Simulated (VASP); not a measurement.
# MnSb (F-43m) in VASP: notebook, part 2 of 2

VASP 6.6.1. The steps go on from the part before.

## Step 3: Electric field gradients, PBE, collinear spin, typed start

INCAR

```
PREC     = Accurate       # precision mode
ENCUT    = 520            # plane-wave cutoff, eV
EDIFF    = 1E-8           # SCF threshold, eV
ISMEAR   = -1             # smearing method
SIGMA    = 0.03           # smearing width, eV
LREAL    = F              # projectors in reciprocal space
LASPH    = T              # aspherical terms in the spheres
NELM     = 150            # most SCF steps
ALGO     = Normal         # electronic algorithm
ISIF     = 2              # what is computed and relaxed
LWAVE    = F              # write WAVECAR
LCHARG   = F              # write CHGCAR
ISPIN    = 2              # spin polarisation
MAGMOM   = 4 0            # initial moments
LORBIT   = 11             # projections on sites
LMAXMIX  = 4              # l up to which the mixer works
GGA      = PE             # functional
LEFG     = T            
NBANDS   = 20             # bands
```

KPOINTS

```
Automatic mesh
0
Gamma
  10 10 10
```

POSCAR

```
MnSb
1.0
    0.0000000000      3.0900880792      3.0900880792
    3.0900880792      0.0000000000      3.0900880792
    3.0900880792      3.0900880792      0.0000000000
Mn Sb
1 1
Direct
    0.0000000000      0.0000000000      0.0000000000
    0.2500000000      0.2500000000      0.2500000000
```

Potentials or basis: VASP PAW PBE potentials, release 64 (Mn_pv, Sb).

Command:

```sh
$ cat potpaw_PBE.64/Mn_pv/POTCAR potpaw_PBE.64/Sb/POTCAR > POTCAR
$ mpirun -np 1 vasp_std > vasp.out
```

OUTCAR:

```text
PREC = Accurate
   ENCUT = 520
   EDIFF = 1E-8
   ISMEAR = -1
   LREAL = F
   LASPH = T
   NELM = 150
   ISIF = 2
   ISPIN = 2
   LORBIT = 11
   GGA = PE

 ion  position               nearest neighbor table
   1  0.000  0.000  0.000-   2 2.68   2 2.68   2 2.68   2 2.68
   2  0.250  0.250  0.250-   1 2.68   1 2.68   1 2.68   1 2.68

  LATTYP: Found a face centered cubic cell.
 ALAT       =     6.1801761584

  Lattice vectors:

 A1 = (   0.0000000000,   3.0900880792,   3.0900880792)
 A2 = (   3.0900880792,   0.0000000000,   3.0900880792)
 A3 = (   3.0900880792,   3.0900880792,   0.0000000000)

Analysis of symmetry for initial positions (statically):
=====================================================================
 Subroutine PRICEL returns:
 Original cell was already a primitive cell.

 Routine SETGRP: Setting up the symmetry group for a
 face centered cubic supercell.

 Subroutine GETGRP returns: Found 24 space group operations
 (whereof 24 operations were pure point group operations)
 out of a pool of 48 trial point group operations.

The static configuration has the point symmetry T_d .

Analysis of symmetry for dynamics (positions and initial velocities):
=====================================================================
 Subroutine PRICEL returns:
 Original cell was already a primitive cell.

 Routine SETGRP: Setting up the symmetry group for a
 face centered cubic supercell.

 Subroutine GETGRP returns: Found 24 space group operations
 (whereof 24 operations were pure point group operations)
 out of a pool of 48 trial point group operations.

The dynamic configuration has the point symmetry T_d .

Analysis of structural, dynamic, and magnetic symmetry:
=====================================================================
 Subroutine PRICEL returns:
 Original cell was already a primitive cell.

 Routine SETGRP: Setting up the symmetry group for a
 face centered cubic supercell.

 Subroutine GETGRP returns: Found 24 space group operations
 (whereof 24 operations were pure point group operations)
 out of a pool of 48 trial point group operations.

The overall configuration has the point symmetry T_d .

 Subroutine INISYM returns: Found 24 space group operations
 (whereof 24 operations are pure point group operations),
 and found     1 'primitive' translations

----------------------------------------------------------------------------------------

                                     Primitive cell

  volume of cell :      59.0123

  direct lattice vectors                    reciprocal lattice vectors
     0.000000000  3.090088079  3.090088079    -0.161807685  0.161807685  0.161807685
     3.090088079  0.000000000  3.090088079     0.161807685 -0.161807685  0.161807685
     3.090088079  3.090088079  0.000000000     0.161807685  0.161807685 -0.161807685

  length of vectors
     4.370044471  4.370044471  4.370044471     0.280259132  0.280259132  0.280259132

  position of ions in fractional coordinates (direct lattice)
     0.000000000  0.000000000  0.000000000
[... 107 lines left out ...]
   LEPSILON=     F    determine dielectric tensor
   LRPA    =     F    only Hartree local field effects (RPA)
 spin polarized calculation
  energy-cutoff  :      520.00
  volume of cell :       59.01
 maximum number of plane-waves:      1639
 NGX is ok and might be reduce to    36
   NGX = 17   NGY = 17   NGZ = 17

 number of electron      18.0000010 magnetization       3.9999528

 Free energy of the ion-electron system (eV)
  ---------------------------------------------------
  ext. energy  EPLUGINS =         0.00000000
  ---------------------------------------------------
  free energy    TOTEN  =       -12.28519645 eV

  energy without entropy =      -12.28261702  energy(sigma->0) =      -12.28390674

 E-fermi :   4.2459     XC(G=0):  -8.9659

 val. band max:        4.2412041200   @ k =  -0.4000   0.3000   0.0000
 cond. band min:       4.2600108163   @ k =   0.4000   0.2000   0.0000
 fundamental gap:      0.0188066963
 Fermi energy:         4.2459268457

 spin component 1

 k-point     1 :       0.0000    0.0000    0.0000
  band No.  band energies     occupation
      1     -46.0935      1.00000
      2     -46.0935      1.00000
      3     -46.0935      1.00000
      4      -5.6669      1.00000
      5       0.8088      1.00000
      6       0.8088      1.00000
[... 541 lines left out ...]
     19      16.8901      0.00000
     20      17.9604      0.00000

 [... further k-points ...]

 spin component 2

 k-point     1 :       0.0000    0.0000    0.0000
  band No.  band energies     occupation
      1     -42.0063      1.00000
      2     -42.0063      1.00000
      3     -42.0063      1.00000
      4      -5.6352      1.00000
      5       2.9036      1.00000
      6       2.9036      1.00000
[... 541 lines left out ...]
     19      17.4148      0.00000
     20      18.4659      0.00000

 [... further k-points ...]

------------------------ aborting loop because EDIFF is reached ----------------------------------------

  FORCE on cell =-STRESS in cart. coord.  units (eV):
  Direction    XX          YY          ZZ          XY          YZ          ZX
  --------------------------------------------------------------------------------------
  -------------------------------------------------------------------------------------
  Total        0.0051453      0.0051453      0.0051453     -0.0000000      0.0000000     -0.0000000
  in kB        0.1396948      0.1396948      0.1396948     -0.0000000      0.0000000     -0.0000000
  external PRESSURE =       0.1396948 kB  Pullay stress =       0.0000000 kB

 VOLUME and BASIS-vectors are now :
 -----------------------------------------------------------------------------
  energy-cutoff  :      520.00
  volume of cell :       59.01
      direct lattice vectors                 reciprocal lattice vectors
     0.000000000  3.090088079  3.090088079    -0.161807685  0.161807685  0.161807685
     3.090088079  0.000000000  3.090088079     0.161807685 -0.161807685  0.161807685
     3.090088079  3.090088079  0.000000000     0.161807685  0.161807685 -0.161807685

 POSITION                                       TOTAL-FORCE (eV/Angst)
 -----------------------------------------------------------------------------------
      0.00000      0.00000      0.00000         0.000000      0.000000      0.000000
      1.54504      1.54504      1.54504        -0.000000     -0.000000     -0.000000
 -----------------------------------------------------------------------------------
    total drift:                                0.000000      0.000000      0.000000

  FREE ENERGIE OF THE ION-ELECTRON SYSTEM (eV)
  ---------------------------------------------------
  free  energy   TOTEN  =       -12.2851964530 eV

  energy  without entropy=      -12.2826170241  energy(sigma->0) =      -12.28390674

 Electric field gradients (V/A^2)
---------------------------------------------------------------------
 ion       V_xx      V_yy      V_zz      V_xy      V_xz      V_yz
---------------------------------------------------------------------
   1       0.000    -0.000    -0.000    -0.004    -0.004    -0.004
   2       0.000     0.000     0.000     0.000     0.000     0.000
---------------------------------------------------------------------

 Electric field gradients after diagonalization (V/A^2)
 (convention: |V_zz| > |V_xx| > |V_yy|)
----------------------------------------------------------------------
 ion       V_xx      V_yy      V_zz     asymmetry (V_yy - V_xx)/ V_zz
----------------------------------------------------------------------
   1       0.004     0.004    -0.007       0.000
   2      -0.000    -0.000     0.000       0.000
----------------------------------------------------------------------

           NMR quadrupolar parameters

 Cq : quadrupolar parameter    Cq=e*Q*V_zz/h
 eta: asymmetry parameters     (V_yy - V_xx)/ V_zz
 Q  : nuclear electric quadrupole moment in mb (millibarn)
----------------------------------------------------------------------
 ion       Cq(MHz)       eta       Q (mb)
----------------------------------------------------------------------
   1      -0.000       0.000       1.000
   2       0.000       0.000       1.000
----------------------------------------------------------------------

 total charge

# of ion       s       p       d       tot
------------------------------------------
    1        0.317   6.190   4.926  11.434
    2        1.141   1.335   0.023   2.498
--------------------------------------------------
tot          1.458   7.525   4.949  13.932

 magnetization (x)

# of ion       s       p       d       tot
------------------------------------------
    1        0.061   0.039   3.789   3.889
    2        0.001  -0.183   0.013  -0.169
--------------------------------------------------
tot          0.062  -0.144   3.802   3.720
```

Run time: 2.1 min. Hardware: 1 thread of AMD EPYC 9R14 (Zen 4), shared host; peak memory 0.26 GiB.

What came out:

| Property | Result |
| --- | --- |
| Free energy | -12.2852 eV |
| Pressure | 0.0 GPa |
| Band gap on the k mesh | none (metal or under the smearing width) |
| Net moment | 4.00 μB per cell |
| Site moments | Mn +3.89; Sb -0.17 μB |
| Valence electrons inside the program's atomic spheres | Mn 11.43; Sb 2.50 |

Electric field gradients, principal values (V/Å²):
```tsv
atom	Vxx	Vyy	Vzz
1 Mn	0.004	0.004	-0.007
2 Sb	0.000	0.000	0.000
```

Caveat: a cell with one magnetic atom can't hold antiferromagnetic order, which such compounds often take. Spin-orbit coupling is left out, which matters for the levels of Sb.
